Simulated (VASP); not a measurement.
# SiO2 (Cristobalite) (P4_12_12) in VASP: further runs, part 3 of 3

VASP 6.6.1. Earlier steps stand in the parts before.

## 6. Electric field gradients, PBEsol

The input, INCAR:

```
ALGO = Fast
EDIFF = 1E-8
ENCUT = 520
GGA = PS
ISIF = 2
ISMEAR = 0
LASPH = True
LCHARG = False
LEFG = True
LREAL = False
LWAVE = False
NELM = 80
PREC = Accurate
SIGMA = 0.02
```

The input, KPOINTS:

```
k-points
0
Gamma
  5 5 3
```

The input, POSCAR:

```
SiO2
1.0
    4.9820000000      0.0000000000      0.0000000000
    0.0000000000      4.9820000000      0.0000000000
    0.0000000000      0.0000000000      6.9630000000
Si O
4 8
Direct
    0.7989700000      0.2010300000      0.7500000000
    0.7010300000      0.7010300000      0.5000000000
    0.2010300000      0.7989700000      0.2500000000
    0.2989700000      0.2989700000      0.0000000000
    0.1034700000      0.2398900000      0.8218700000
    0.2601100000      0.6034700000      0.0718700000
    0.8965300000      0.7601100000      0.3218700000
    0.7398900000      0.3965300000      0.5718700000
    0.6034700000      0.2601100000      0.9281300000
    0.7601100000      0.8965300000      0.6781300000
    0.3965300000      0.7398900000      0.4281300000
    0.2398900000      0.1034700000      0.1781300000
```

Potentials or basis: VASP PAW PBE potentials, release 64 (Si, O).

On the command line:

```
cat potpaw_PBE.64/Si/POTCAR potpaw_PBE.64/O/POTCAR > POTCAR
mpirun -np 1 vasp_std > vasp.out
```

OUTCAR:

```text
EDIFF = 1E-8
   ENCUT = 520
   GGA = PS
   ISIF = 2
   ISMEAR = 0
   LASPH = True
   LREAL = False
   NELM = 80
   PREC = Accurate

 ion  position               nearest neighbor table
   1  0.799  0.201  0.750-   8 1.60   9 1.60   5 1.61  10 1.61   2 3.08   4 3.08   2 3.08   4 3.08

   2  0.701  0.701  0.500-   7 1.60  10 1.60   8 1.61  11 1.61   1 3.08   3 3.08   1 3.08   3 3.08

   3  0.201  0.799  0.250-   6 1.60  11 1.60   7 1.61  12 1.61   2 3.08   4 3.08   4 3.08   2 3.08

   4  0.299  0.299  0.000-   5 1.60  12 1.60   9 1.61   6 1.61   1 3.08   3 3.08   3 3.08   1 3.08

   5  0.103  0.240  0.822-   4 1.60   1 1.61
   6  0.260  0.603  0.072-   3 1.60   4 1.61
   7  0.897  0.760  0.322-   2 1.60   3 1.61
   8  0.740  0.397  0.572-   1 1.60   2 1.61
   9  0.603  0.260  0.928-   1 1.60   4 1.61
  10  0.760  0.897  0.678-   2 1.60   1 1.61
  11  0.397  0.740  0.428-   3 1.60   2 1.61
  12  0.240  0.103  0.178-   4 1.60   3 1.61

  LATTYP: Found a simple tetragonal cell.
 ALAT       =     4.9820000000
 C/A-ratio  =     1.3976314733

  Lattice vectors:

 A1 = (   4.9820000000,   0.0000000000,   0.0000000000)
 A2 = (   0.0000000000,   4.9820000000,   0.0000000000)
 A3 = (   0.0000000000,   0.0000000000,   6.9630000000)

Analysis of symmetry for initial positions (statically):
=====================================================================
 Subroutine PRICEL returns:
 Original cell was already a primitive cell.

 Routine SETGRP: Setting up the symmetry group for a
 simple tetragonal supercell.

 Subroutine GETGRP returns: Found  8 space group operations
 (whereof  2 operations were pure point group operations)
 out of a pool of 16 trial point group operations.
[... 710 lines left out ...]
      1.48947      1.48947      0.00000         0.114486      0.114486     -0.000000
      0.51549      1.19513      5.72268         0.038609     -0.069278     -0.311292
      1.29587      3.00649      0.50043         0.069278      0.038609     -0.311292
      4.46651      3.78687      2.24118        -0.038609      0.069278     -0.311292
      3.68613      1.97551      3.98193        -0.069278     -0.038609     -0.311292
      3.00649      1.29587      6.46257         0.038609      0.069278      0.311292
      3.78687      4.46651      4.72182         0.069278     -0.038609      0.311292
      1.97551      3.68613      2.98107        -0.038609     -0.069278      0.311292
      1.19513      0.51549      1.24032        -0.069278      0.038609      0.311292
 -----------------------------------------------------------------------------------
    total drift:                                0.000000     -0.000000     -0.000000

  FREE ENERGIE OF THE ION-ELECTRON SYSTEM (eV)
  ---------------------------------------------------
  free  energy   TOTEN  =       -98.6251404439 eV

  energy  without entropy=      -98.6251404439  energy(sigma->0) =      -98.62514044

 Electric field gradients (V/A^2)
---------------------------------------------------------------------
 ion       V_xx      V_yy      V_zz      V_xy      V_xz      V_yz
---------------------------------------------------------------------
   1       0.679     0.679    -1.357     0.034    -1.539    -1.539
   2       0.679     0.679    -1.357    -0.034    -1.539     1.539
   3       0.679     0.679    -1.357     0.034     1.539     1.539
   4       0.679     0.679    -1.357    -0.034     1.539    -1.539
   5      42.447   -45.285     2.838    17.099    55.936    12.570
   6     -45.285    42.447     2.838   -17.099   -12.570    55.936
   7      42.447   -45.285     2.838    17.099   -55.936   -12.570
   8     -45.285    42.447     2.838   -17.099    12.570   -55.936
   9      42.447   -45.285     2.838   -17.099   -55.936    12.570
  10     -45.285    42.447     2.838    17.099    12.570    55.936
  11      42.447   -45.285     2.838   -17.099    55.936   -12.570
  12     -45.285    42.447     2.838    17.099   -12.570   -55.936
---------------------------------------------------------------------

 Electric field gradients after diagonalization (V/A^2)
 (convention: |V_zz| > |V_xx| > |V_yy|)
----------------------------------------------------------------------
 ion       V_xx      V_yy      V_zz     asymmetry (V_yy - V_xx)/ V_zz
----------------------------------------------------------------------
   1       2.087     0.645    -2.732       0.528
   2       2.087     0.645    -2.732       0.528
   3       2.087     0.645    -2.732       0.528
   4       2.087     0.645    -2.732       0.528
   5     -48.742   -36.683    85.425       0.141
   6     -48.742   -36.683    85.425       0.141
   7     -48.742   -36.683    85.425       0.141
   8     -48.742   -36.683    85.425       0.141
   9     -48.742   -36.683    85.425       0.141
  10     -48.742   -36.683    85.425       0.141
  11     -48.742   -36.683    85.425       0.141
  12     -48.742   -36.683    85.425       0.141
----------------------------------------------------------------------

           NMR quadrupolar parameters

 Cq : quadrupolar parameter    Cq=e*Q*V_zz/h
 eta: asymmetry parameters     (V_yy - V_xx)/ V_zz
 Q  : nuclear electric quadrupole moment in mb (millibarn)
----------------------------------------------------------------------
 ion       Cq(MHz)       eta       Q (mb)
----------------------------------------------------------------------
   1      -0.007       0.528       1.000
   2      -0.007       0.528       1.000
   3      -0.007       0.528       1.000
   4      -0.007       0.528       1.000
   5       0.207       0.141       1.000
   6       0.207       0.141       1.000
   7       0.207       0.141       1.000
   8       0.207       0.141       1.000
   9       0.207       0.141       1.000
  10       0.207       0.141       1.000
  11       0.207       0.141       1.000
  12       0.207       0.141       1.000
----------------------------------------------------------------------
```

OSZICAR:

```text
N       E                     dE             d eps       ncg     rms          rms(c)
DAV:   1     0.448150935536E+03    0.44815E+03   -0.33372E+04   936   0.149E+03
DAV:   2    -0.751373385226E+02   -0.52329E+03   -0.51014E+03  1210   0.345E+02
[... 12 lines left out ...]
RMM:  15    -0.986251607325E+02   -0.18981E-04   -0.30301E-05  1101   0.280E-02    0.324E-02
RMM:  16    -0.986251389268E+02    0.21806E-04   -0.10761E-04  1104   0.492E-02    0.535E-03
RMM:  17    -0.986251402042E+02   -0.12774E-05   -0.11877E-05  1145   0.162E-02    0.521E-03
RMM:  18    -0.986251403794E+02   -0.17526E-06   -0.21160E-06  1221   0.603E-03    0.290E-03
RMM:  19    -0.986251404537E+02   -0.74278E-07   -0.32696E-07  1102   0.300E-03    0.848E-04
RMM:  20    -0.986251404439E+02    0.98371E-08   -0.56124E-08   914   0.120E-03
   1 F= -.98625140E+02 E0= -.98625140E+02  d E =-.982344E-22
```

Run time: 3.9 min. Hardware: 1 thread of Intel Xeon Platinum 8175M at 2.50GHz (Skylake/Cascade Lake), shared host; peak memory 0.28 GiB.

Results:

```yaml
Free_energy: -98.6251 eV
Pressure: 4.5 GPa
Largest_force: 0.321 eV/Å
Band_gap_on_the_k_mesh: 5.71 eV, direct
```

Forces on the atoms (eV/Å):
```
Si   0.114 -0.114  0.000
Si  -0.114 -0.114  0.000
Si  -0.114  0.114  0.000
Si   0.114  0.114  0.000
O    0.039 -0.069 -0.311
O    0.069  0.039 -0.311
O   -0.039  0.069 -0.311
O   -0.069 -0.039 -0.311
O    0.039  0.069  0.311
O    0.069 -0.039  0.311
O   -0.039 -0.069  0.311
O   -0.069  0.039  0.311
```

Levels at points of the mesh, in eV from the valence-band top:
```tsv
k point	band 29	band 30	band 31	band 32	band 33	band 34	band 35	band 36
(0.00, 0.00, 0.00)	-0.66	-0.26	-0.26	0.00	5.71	8.76	8.76	9.18
```

Electric field gradients, principal values (V/Å²):
```
atom      Vxx      Vyy     Vzz
1 Si    0.645    2.087  -2.732
2 Si    0.645    2.087  -2.732
3 Si    0.645    2.087  -2.732
4 Si    0.645    2.087  -2.732
 5 O  -36.683  -48.742  85.425
 6 O  -36.683  -48.742  85.425
 7 O  -36.683  -48.742  85.425
 8 O  -36.683  -48.742  85.425
 9 O  -36.683  -48.742  85.425
10 O  -36.683  -48.742  85.425
11 O  -36.683  -48.742  85.425
12 O  -36.683  -48.742  85.425
```

Caveat: the PAW data sets were made with another functional, which shifts forces and pressure a little; an odd mesh through Γ misses points on the zone boundary, where band edges often lie.

## 7. Summary

```csv
task,level,k mesh,smearing,k mesh for the DOS,occupations for the DOS,gap on the mesh (eV),pressure (GPa),largest force (eV/Å)
band structure,revPBE,6 × 6 × 4,fermi-dirac 0.05 eV,-,-,5.99,-,-
dielectric tensor,PBEsol,5 × 5 × 3,gaussian 0.02 eV,-,-,5.71,-,-
optical spectrum,PBEsol,5 × 5 × 3,gaussian 0.02 eV,-,-,5.71,4.5,0.32
density of states,PBEsol,5 × 5 × 3,gaussian 0.02 eV,8 × 8 × 5,tetrahedron,-,-,-
electric field gradients,PBEsol,5 × 5 × 3,gaussian 0.02 eV,-,-,5.71,4.5,0.32
```

Alike in all rows: potentials or basis VASP PAW PBE potentials, release 64 (Si, O); no spin polarisation; cell as given; cutoff (eV) 520.

On the cell as given the gap runs from 5.71 eV (PBEsol) to 5.99 eV (revPBE); the meshes differ, which moves gaps too.

Caveats: the PAW data sets were made with another functional, which shifts forces and pressure a little; an odd mesh through Γ misses points on the zone boundary, where band edges often lie (some runs); spectra need much finer meshes, so this one isn't converged (some runs); independent-particle spectra lack excitons (some runs).

Total energies depend on the potentials used, so only differences within one code and one set of settings carry meaning.
